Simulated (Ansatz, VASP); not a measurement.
## Rh in VASP and in Ansatz

```
CELL_PARAMETERS angstrom
2.74454 0.00000 0.00000
-1.37227 2.37684 0.00000
0.00000 0.00000 8.97063
ATOMIC_POSITIONS crystal
Rh 0.66667 0.33333 0.75000
Rh 0.00000 0.00000 0.50000
Rh 0.33333 0.66667 0.25000
Rh 0.00000 0.00000 0.00000
```

This isn't the form of Rh at room conditions, which is fcc.

Alike in both runs: task single point; functional LDA; k mesh 11 × 11 × 3; occupations fermi-dirac, width 0.05 eV; no spin polarisation.

```csv
,VASP,Ansatz
version,VASP 6.6.1,Ansatz 0.2.0
potentials or method,"VASP PAW LDA potentials, release 64 (Rh_pv)",Ansatz PAW
plane-wave cutoff (eV),520,420
valence electrons in the cell,60,68
```

```tsv
	VASP	Ansatz	Ansatz less VASP
gap on the k mesh at the Fermi level (eV)	none	none	-
pressure (GPa)	-23.6	-24.3	-0.68
largest component of the traceless stress (GPa)	0.99	0.99	-0.001
```

A gap of «none» marks a metal or a gap that the smearing closes. The two sets of potentials don't hold the same shells in valence.

Caveats: so large a pressure means that the cell lies far from this level's equilibrium, or that cutoff or potentials fall short (VASP); the PAW data sets come from PBE, with cores solved anew for the run's functional, which leaves a small shift of forces and pressure (Ansatz).
